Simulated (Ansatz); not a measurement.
# Pd (P6_3/mmc) in Ansatz: a series of runs

Runs on Pd. Level: LDA. Tasks: single point, equation of state.

Program: Ansatz 0.2.0. These are calculated values, not measurements. Logs are shortened: lines on timing, memory, paths and dates and some standing lists are left out, and cuts for length are marked.

### 1 The crystal as given

It takes space group P6_3/mmc (No. 194, hexagonal). The conventional cell has a = 2.784 Å, b = 2.784 Å, c = 4.629 Å, α = 90.00°, β = 90.00°, γ = 120.00°. Pd (site symmetry -6m2) has 12 Pd at 2.78 to 2.82 Å as nearest neighbours.

This isn't the form of Pd at room conditions, which is fcc.

### 2 Single point, LDA, 14.60 Å³/atom (volume scaled by 0.94)

File input.yaml:

```yaml
crystal:
  lattice:
    - [2.7268396102, 0.0, 0.0]
    - [-1.3634198051, 2.3615123745, 0.0]
    - [0.0, 0.0, 4.5343992815]
  atoms:
    - { symbol: Pd, position: [0.3333333333, 0.6666666667, 0.25] }
    - { symbol: Pd, position: [0.6666666667, 0.3333333333, 0.75] }
hamiltonian:
  xc: lda
  pseudopotentials: { kind: paw }
kpoints:
  mp_grid: { grid: [11, 11, 6] }
scf:
  occupations: { method: fermi_dirac, width: 0.05 }
output:
  forces: true
  stress: true
  eigenvalues: true
```

Potentials or basis: Ansatz PAW.

Run with:

```console
$ ansatz run input.yaml --threads 2 --pin off --max-ram 5632MiB --backend cpu --events-out ev --progress --plain --runs-dir out
```

The log of the run:

```text
Warning: RAYON_NUM_THREADS=2 ignored (pool sized by the plan → 2); use --threads N
Engine: ansatz 0.2.0, x86_64-unknown-linux-gnu
Pseudopotentials: kind: paw
Pseudopotential: Pd, paw, valence charge 18, recommended cutoff 420 eV (normal), Pd.paw.azcp
Functional definition: SPW92
  exchange = slater_x
  correlation = pw_c
Crystal: 2 atoms, lattice volume = 29.199 Å³
Basis set: ecut = 420 eV, 573 PW (Γ)
Bands: 22, of which v1, the nominal top of the filled ones, is band 18 counted from 1 (17 counted from 0)
Symmetry: 24 space group operations
Space group: P63/mmc (ITA 194), of the structure as read, at distance tolerance 3.1e-5 Å
k-points: 64 of 726
Non-local potential: Pd, projectors of the file, l = 0: 2, l = 1: 2, l = 2: 2, l = 3: 1
PAW form: soft (Blöchl's): semilocal exchange-correlation on the pseudo side does not see the compensation charge
PAW frozen core: Pd, regenerated for the run's functional, and the local potential with it (the file was generated under x = pbe(κ = 0.804, μ = 0.2195149727645171), c = pbe(β = 0.06672455060314922))
PAW one-centre angular grid: Pd, 590 points (default); XC on 64 Gauss nodes
Initial density: superposition of atomic densities (neutral atoms: chi_scale 0, normalization atom), corrected by the library's trained network
Initial wavefunctions: pseudopotential atomic-orbital guess
Functional: x = slater, c = lda
SCF iter   1: F=—  HF=-13689.094525 eV  |F-HF|=—  |Δ(HF+E_count)|=         —  Δρ=1.35e-2  dr2=3.84e-2  ethr=1.77e-3  ⟨swp⟩=5.8  Hψ=6397  notcnv=0
preconditioner: auto → Kerker (q_TF=auto, 2.825 Å⁻¹)  [metal: Δε(μ)=0.011 eV  Ē_g=9.476 eV  σ=0.050 eV  W_gap=0.05  n_scr=10 (ndim 8)  ℏωp=30.7 eV  f_vac=0.000  D(μ)=5.57/eV (n_scr^D=98)]
SCF iter   2: F=—  HF=-13689.085911 eV  |F-HF|=—  |Δ(HF+E_count)|=   8.61e-3  Δρ=5.55e-3  dr2=6.13e-3  ethr=1.07e-4  ⟨swp⟩=2.3  Hψ=2327  notcnv=0
SCF iter   3: F=—  HF=-13689.084121 eV  |F-HF|=—  |Δ(HF+E_count)|=   1.79e-3  Δρ=9.31e-4  dr2=1.36e-4  ethr=1.70e-5  ⟨swp⟩=2.1  Hψ=1820  notcnv=0
SCF iter   4: F=—  HF=-13689.084087 eV  |F-HF|=—  |Δ(HF+E_count)|=   3.45e-5  Δρ=1.40e-4  dr2=2.81e-6  ethr=3.77e-7  ⟨swp⟩=2.2  Hψ=1863  notcnv=0
SCF iter   5: F=—  HF=-13689.084089 eV  |F-HF|=—  |Δ(HF+E_count)|=   2.52e-6  Δρ=3.35e-5  dr2=2.04e-7  ethr=7.80e-9  ⟨swp⟩=1.6  Hψ=1836  notcnv=0
SCF iter   6: F=-13689.084089 eV  HF=-13689.084089 eV  |F-HF|=4.87e-9  |Δ(HF+E_count)|=   1.26e-8  Δρ=9.33e-6  dr2=1.86e-8  ethr=2.78e-10  ⟨swp⟩=3.9  Hψ=4284  notcnv=0
SCF 1 converged in 6 iterations: F = -13689.084089 eV  dr2 = 1.86e-8
SCF converged after 6 iterations
Free energy (F): -13689.084089 eV
Harris-Foulkes:  -13689.084089 eV  (|F-HF|=4.87e-9)
Internal energy: -13689.039489 eV  (E = F + TS)
E sigma→0 (E₀):  -13689.061789 eV
Entropy (-TS):   -0.044601 eV (-22.300 meV/atom)
Fermi energy:    19.750308 eV
--- Per-component energies (eV) ---
  E_band       = -275.543837
  E_kinetic    = 1027.073014
  E_local      = -3476.541063  (includes V_loc(G=0)·N_el)
  E_nonlocal   = 445.764542
  E_hartree    = 1407.236482
  E_xc         = -335.536996
  E_vxc        = -422.894764  (∫ρ·V_xc dr)
  E_paw        = -7245.382828  (= ΣΔE_a)
  E_vpaw       = -663.423572  (= ΣTr[D̂ρ^β])
  E_aug_tail   = 0.000421  (compensation charges beyond the density's cutoff)
  E_ewald      = -5513.014530
  E_core_change = 1.361468  (= ΣΔE_core)
  E_smearing   = -0.044601  (= −TS)
  E_closure    = -0.000000  (closes the sum)
  Σ components = -13689.084089   (vs F -13689.084089, Δ=0.00e0)
--- Forces (eV/Å), atoms counted from 1 ---
  atom   1  Pd     0.00000000     0.00000000     0.00000000
  atom   2  Pd     0.00000000    -0.00000000     0.00000000
  max |Σ_I F_I| component: 0.00e0 eV/Å
--- Stress (GPa, compression-positive) ---
       -5.789522      -0.000000       0.000000
       -0.000000      -5.789522       0.000000
        0.000000       0.000000      -5.184336
  P = ⅓ Tr σ = -5.5878 GPa (-55.878 kbar)
--- Band table (eV; the first three rows and the last of 64) ---
  k-point 0: bands = ["-64.2721", "-64.2188", "-30.1939", "-29.8886", "-29.8886", "-29.8331", "-29.8331", "-29.7830", "12.3870", "14.2818", "16.7101", "16.9202", "16.9202", "17.2870", "17.2870", "18.0094", "18.0094", "19.4994", "19.4994", "20.4874", "26.7332", "36.7364"]
  k-point 1: bands = ["-64.2686", "-64.2224", "-30.1669", "-29.8849", "-29.8849", "-29.8368", "-29.8368", "-29.8110", "12.6327", "14.3226", "16.6428", "16.8649", "16.8649", "17.2084", "17.2084", "18.1963", "18.1963", "19.4657", "19.4657", "19.4994", "28.0888", "36.3044"]
  k-point 2: bands = ["-64.2588", "-64.2322", "-30.0927", "-29.8873", "-29.8747", "-29.8747", "-29.8470", "-29.8470", "13.2971", "14.3556", "16.5337", "16.8161", "16.8161", "17.0333", "17.0333", "17.8408", "18.6023", "18.6023", "19.3220", "19.3220", "30.8729", "35.6362"]
  k-point 63: bands = ["-64.1989", "-64.1989", "-30.1783", "-30.1783", "-30.0861", "-30.0861", "-29.8810", "-29.8810", "15.3937", "15.3937", "16.0468", "16.0468", "16.8635", "16.8635", "17.9551", "17.9551", "19.5823", "19.5823", "26.0591", "26.0591", "28.4883", "28.4883"]
```

Wall time 0.87 s (2 threads of AMD EPYC 7R43 (Zen 3), shared host); peak memory 0.36 GiB.

Results:

```
Free energy            : -13689.0841 eV
Pressure               : -5.6 GPa
Band gap on the k mesh : none (metal or under the smearing width)
```

Caveat: the PAW data sets come from PBE, with cores solved anew for the run's functional, which leaves a small shift of forces and pressure.

### 3 Single point, LDA, 14.91 Å³/atom (volume scaled by 0.96)

Changes to input.yaml since step 2:

```diff
@@ -2,5 +2,5 @@
   lattice:
-    - [2.7268396102, 0.0, 0.0]
-    - [-1.3634198051, 2.3615123745, 0.0]
-    - [0.0, 0.0, 4.5343992815]
+    - [2.7460433387, 0.0, 0.0]
+    - [-1.3730216694, 2.3781432912, 0.0]
+    - [0.0, 0.0, 4.566332723]
   atoms:
```

Potentials or basis: Ansatz PAW.

Run with:

```console
$ ansatz run input.yaml --threads 2 --pin off --max-ram 5632MiB --backend cpu --events-out ev --progress --plain --runs-dir out
```

Wall time 0.89 s (2 threads of AMD EPYC 7R43 (Zen 3), shared host); peak memory 0.36 GiB.

It converged, with:

- Free energy: -13689.0548 eV
- Pressure: -9.4 GPa
- Band gap on the k mesh: none (metal or under the smearing width)

Caveat: the PAW data sets come from PBE, with cores solved anew for the run's functional, which leaves a small shift of forces and pressure.

### 4 Single point, LDA, 15.22 Å³/atom (volume scaled by 0.98)

Changes to input.yaml since step 3:

```diff
@@ -2,5 +2,5 @@
   lattice:
-    - [2.7460433387, 0.0, 0.0]
-    - [-1.3730216694, 2.3781432912, 0.0]
-    - [0.0, 0.0, 4.566332723]
+    - [2.7649821671, 0.0, 0.0]
+    - [-1.3824910836, 2.3945447978, 0.0]
+    - [0.0, 0.0, 4.597825668]
   atoms:
```

Run with:

```console
$ ansatz run input.yaml --threads 2 --pin off --max-ram 5632MiB --backend cpu --events-out ev --progress --plain --runs-dir out
```

Wall time 0.91 s (2 threads of AMD EPYC 7R43 (Zen 3), shared host); peak memory 0.36 GiB.

It converged, with:

```yaml
Free_energy: -13689.0116 eV
Pressure: -12.8 GPa
Band_gap_on_the_k_mesh: none (metal or under the smearing width)
```

Caveat: the PAW data sets come from PBE, with cores solved anew for the run's functional, which leaves a small shift of forces and pressure.

### 5 Single point, LDA, 15.53 Å³/atom

Changes to input.yaml since step 4:

```diff
@@ -2,5 +2,5 @@
   lattice:
-    - [2.7649821671, 0.0, 0.0]
-    - [-1.3824910836, 2.3945447978, 0.0]
-    - [0.0, 0.0, 4.597825668]
+    - [2.7836650458, 0.0, 0.0]
+    - [-1.3918325229, 2.4107246453, 0.0]
+    - [0.0, 0.0, 4.628893]
   atoms:
```

Run with:

```console
$ ansatz run input.yaml --threads 2 --pin off --max-ram 5632MiB --backend cpu --events-out ev --progress --plain --runs-dir out
```

Wall time 0.92 s (2 threads of AMD EPYC 7R43 (Zen 3), shared host); peak memory 0.36 GiB.

The run converged. Its results:

| Item | Value |
| --- | --- |
| Free energy | -13688.9563 eV |
| Pressure | -15.6 GPa |
| Band gap on the k mesh | none (metal or under the smearing width) |

Caveat: the PAW data sets come from PBE, with cores solved anew for the run's functional, which leaves a small shift of forces and pressure.

### 6 Single point, LDA, 15.84 Å³/atom (volume scaled by 1.02)

Changes to input.yaml since step 5:

```diff
@@ -2,5 +2,5 @@
   lattice:
-    - [2.7836650458, 0.0, 0.0]
-    - [-1.3918325229, 2.4107246453, 0.0]
-    - [0.0, 0.0, 4.628893]
+    - [2.8021004509, 0.0, 0.0]
+    - [-1.4010502255, 2.4266901745, 0.0]
+    - [0.0, 0.0, 4.6595488139]
   atoms:
```

Potentials or basis: Ansatz PAW.

Run with:

```console
$ ansatz run input.yaml --threads 2 --pin off --max-ram 5632MiB --backend cpu --events-out ev --progress --plain --runs-dir out
```

It took 0.92 s on 2 threads of AMD EPYC 7R43 (Zen 3), shared host; peak memory 0.36 GiB.

The run converged. Its results:

```
Free energy            : -13688.8907 eV
Pressure               : -18.1 GPa
Band gap on the k mesh : none (metal or under the smearing width)
```

Caveat: the PAW data sets come from PBE, with cores solved anew for the run's functional, which leaves a small shift of forces and pressure.

### 7 Single point, LDA, 16.15 Å³/atom (volume scaled by 1.04)

Changes to input.yaml since step 6:

```diff
@@ -2,5 +2,5 @@
   lattice:
-    - [2.8021004509, 0.0, 0.0]
-    - [-1.4010502255, 2.4266901745, 0.0]
-    - [0.0, 0.0, 4.6595488139]
+    - [2.8202964182, 0.0, 0.0]
+    - [-1.4101482091, 2.4424483444, 0.0]
+    - [0.0, 0.0, 4.6898064722]
   atoms:
```

Run with:

```console
$ ansatz run input.yaml --threads 2 --pin off --max-ram 5632MiB --backend cpu --events-out ev --progress --plain --runs-dir out
```

Wall time 0.97 s (2 threads of AMD EPYC 7R43 (Zen 3), shared host); peak memory 0.36 GiB.

It converged, with:

```
Free energy            : -13688.8162 eV
Pressure               : -20.3 GPa
Band gap on the k mesh : none (metal or under the smearing width)
```

Caveat: the PAW data sets come from PBE, with cores solved anew for the run's functional, which leaves a small shift of forces and pressure.

### 8 Single point, LDA, 16.46 Å³/atom (volume scaled by 1.06)

Changes to input.yaml since step 7:

```diff
@@ -2,5 +2,5 @@
   lattice:
-    - [2.8202964182, 0.0, 0.0]
-    - [-1.4101482091, 2.4424483444, 0.0]
-    - [0.0, 0.0, 4.6898064722]
+    - [2.838260574, 0.0, 0.0]
+    - [-1.419130287, 2.4580057597, 0.0]
+    - [0.0, 0.0, 4.7196786564]
   atoms:
```

Run with:

```console
$ ansatz run input.yaml --threads 2 --pin off --max-ram 5632MiB --backend cpu --events-out ev --progress --plain --runs-dir out
```

It took 1 s on 2 threads of AMD EPYC 7R43 (Zen 3), shared host; peak memory 0.35 GiB.

Results (log left out):

```
Free energy            : -13688.7340 eV
Pressure               : -22.1 GPa
Band gap on the k mesh : none (metal or under the smearing width)
```

Caveat: the PAW data sets come from PBE, with cores solved anew for the run's functional, which leaves a small shift of forces and pressure.

### 9 Equation of state, LDA

Potentials or basis: Ansatz PAW.

This step only gathers the single runs of the series.

Results:

```yaml
Equilibrium_volume: "14.22 Å³/atom (rough: see the caveat)"
Bulk_modulus_at_fixed_shape_and_positions: 226 GPa (rough)
```

Energy against volume, from the lowest point:
```csv
volume (Å³/atom),energy (meV/atom)
14.600,0.00
14.910,14.66
15.221,36.26
15.531,63.89
15.842,96.69
16.153,133.96
16.463,175.04
```

Caveat: the minimum lies outside the volumes run; the cell was scaled at fixed shape and fractional positions, which overstates the stiffness of a crystal with free parameters, most of all of layers and chains.
